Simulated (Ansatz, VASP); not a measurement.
**Ta in VASP and in Ansatz**

```
Ta
1.0
     1.81880    1.05008    3.37274
    -1.81880    1.05008    3.37274
     0.00000   -2.10017    3.37274
Ta
2
Direct
  0.22754 0.22754 0.22754
  0.77246 0.77246 0.77246
```

Alike in both runs: task relaxation of cell and atoms; functional PBEsol; k mesh 6 × 6 × 6; occupations gaussian, width 0.1 eV; no spin polarisation.

|  | VASP | Ansatz |
| --- | --- | --- |
| version | VASP 6.6.1 | Ansatz 0.2.0 |
| potentials or method | VASP PAW PBE potentials, release 64 (Ta_pv) | scalar-relativistic, plane waves, PAW |
| plane-wave cutoff (eV) | 600 | 420 |
| valence electrons in the cell | 22 | 26 |

```csv
,VASP,Ansatz,Ansatz less VASP
"gap on the k mesh at the Fermi level, each at its own relaxed structure (eV)",none,none,-
relaxed volume (Å³/atom),18.24,18.24,+0.007
relaxed cell length with the largest relative difference (Å),5.074,5.077,+0.0029
energy change over the relaxation (meV/atom),-1679,-1679,+0.3
```

A gap of «none» marks a metal or a gap that the smearing closes. The two sets of potentials don't hold the same shells in valence.

Caveats: the PAW data sets were made with another functional, which shifts forces and pressure a little (VASP). The runs have no spin-orbit coupling, so splittings on Ta are missing.
